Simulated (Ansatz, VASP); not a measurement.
**One calculation of N, two programs**

```xyz
4
Lattice="4.0841 0.0000 0.0000 0.0000 4.0841 0.0000 0.0000 0.0000 5.3459" Properties=species:S:1:pos:R:3 pbc="T T T"
N     3.6931    3.6931    0.0000
N     2.4330    1.6511    2.6730
N     0.3909    0.3909    0.0000
N     1.6511    2.4330    2.6730
```

Alike in both runs: task relaxation of cell and atoms; functional PBE; dispersion D3(BJ); k mesh 6 × 6 × 4; occupations gaussian, width 0.02 eV; no spin polarisation.

|  | VASP | Ansatz |
| --- | --- | --- |
| version | VASP 6.6.1 | Ansatz 0.2.0 |
| potentials or method | VASP PAW PBE potentials, release 64 (N) | scalar-relativistic, plane waves, PAW |
| plane-wave cutoff (eV) | 600 | 420 |
| valence electrons in the cell | 20 | 20 |

```csv
,VASP,Ansatz,Ansatz less VASP
"gap on the k mesh at the Fermi level, each at its own relaxed structure (eV)",6.68,6.98,+0.301
relaxed volume (Å³/atom),20.95,22.31,+1.366
relaxed cell length with the largest relative difference (Å),3.996,4.095,+0.0990
energy change over the relaxation (meV/atom),-3,-1,+1.9
```

One of these differences is far larger than is usual between the two programs; its cause wasn't traced.

Caveats: the standard files for N, O and F lose accuracy on very short bonds. A k mesh can miss the band edges.
